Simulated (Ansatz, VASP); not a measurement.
# One calculation of SiC, two programs

```
Si C
1.0
     0.00000    2.11091    2.11091
     2.11091    0.00000    2.11091
     2.14905    2.14905   -0.03814
Si C
1 1
Direct
  0.00000 0.00000 0.00000
  0.75000 0.75000 0.75000
```

Alike in both runs: task single point; functional PBE; k mesh 12 × 12 × 12; occupations gaussian, width 0.05 eV; no spin polarisation.

|  | VASP | Ansatz |
| --- | --- | --- |
| version | VASP 6.6.1 | Ansatz 0.2.0 |
| potentials or method | VASP PAW PBE potentials, release 64 (Si, C) | scalar-relativistic, plane waves, PAW |
| plane-wave cutoff (eV) | 520 | 520 |
| valence electrons in the cell | 8 | 8 |

VASP gave:

- gap on the k mesh at the Fermi level (eV): 1.22
- least direct gap on the mesh (eV): 4.44
- pressure (GPa): 21.0
- largest component of the traceless stress (GPa): 5.75
- rms of the force components (eV/Å): 0.196

Task: What did Ansatz give for the same quantities?

Result: gap on the k mesh at the Fermi level (eV): 1.22; least direct gap on the mesh (eV): 4.46; pressure (GPa): 21.1; largest component of the traceless stress (GPa): 5.73; rms of the force components (eV/Å): 0.197.

Atom by atom the forces differ by 0.001 eV/Å (rms over components). The functional is the same, so the differences come from potentials, cutoffs and numerics.

Caveats: so large a pressure means that the cell lies far from this level's equilibrium, or that cutoff or potentials fall short (VASP). A k mesh can miss the band edges.
